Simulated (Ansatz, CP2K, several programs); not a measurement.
Energy against volume for LiNbO3 built on the cubic perovskite prototype, at fixed shape and fractional coordinates, computed by several methods (PBE and r2SCAN, where shown, with plane waves in Ansatz); the cell shown is that of r2SCAN. Space group Pm-3m (No. 221), cubic; conventional cell a = 3.933 Å, 12.17 Å³ an atom. Around Li lie 12 O at 2.78 Å; around Nb lie 6 O at 1.97 Å; around O lie 2 Nb at 1.97 Å and 4 Li at 2.78 Å. The structure was generated, not taken from experiment, and needn't be the ground state; spin polarisation is off. Energies count from each curve's lowest point; fits are third-order Birch-Murnaghan.

```cif
data_structure
_symmetry_space_group_name_H-M 'Pm-3m'
_symmetry_Int_Tables_number 221
_cell_length_a 3.9332
_cell_length_b 3.9332
_cell_length_c 3.9332
_cell_angle_alpha 90.000
_cell_angle_beta 90.000
_cell_angle_gamma 90.000
_cell_volume 60.85
loop_
_atom_site_label
_atom_site_type_symbol
_atom_site_symmetry_multiplicity
_atom_site_Wyckoff_symbol
_atom_site_fract_x
_atom_site_fract_y
_atom_site_fract_z
_atom_site_occupancy
Li1 Li 1 a 0.00000 0.00000 0.00000 1
Nb1 Nb 1 b 0.50000 0.50000 0.50000 1
O1 O 3 c 0.50000 0.50000 0.00000 1
```

Question: PBE/DZVP (CP2K), on the shape of the cell shown, gives
```csv
V (Å³/atom),E (meV/atom)
10.709,171.48
11.439,47.68
12.169,0.00
12.899,7.81
13.629,57.41
```
What equilibrium volume and bulk modulus follow?

Answer: V₀ = 12.41 Å³ an atom and B₀ = 188 GPa.

light PBE (260 eV, its own mesh), on the shape of the cell shown:
```
V (Å³/atom)  E (meV/atom)
     11.196          8.10
     11.682          8.93
     12.169          0.00
     12.656         20.12
     13.143         82.73
     13.629         89.42
```
The points scatter about a smooth fit, as a low cutoff and a light mesh can make them, so no fit is quoted.

Question: PBE, on the shape of its own relaxed cell, gives
```tsv
V (Å³/atom)	E (meV/atom)
11.640	28.60
12.011	6.74
12.382	0.00
12.754	6.08
13.125	23.10
```
What equilibrium volume and bulk modulus follow?

Answer: V₀ = 12.38 Å³ an atom and B₀ = 184 GPa.

PBE/SZV (CP2K), on the shape of the cell shown:
```csv
V (Å³/atom),E (meV/atom)
10.709,271.13
11.439,103.19
12.169,20.53
12.899,0.00
13.629,26.18
```
V₀ = 12.82 Å³ an atom and B₀ = 183 GPa.

Question: r2SCAN, on the shape of its own relaxed cell, gives
```tsv
V (Å³/atom)	E (meV/atom)
11.439	30.47
11.804	7.19
12.169	0.00
12.534	6.49
12.899	24.66
```
What equilibrium volume and bulk modulus follow?

Answer: V₀ = 12.17 Å³ an atom and B₀ = 200 GPa.
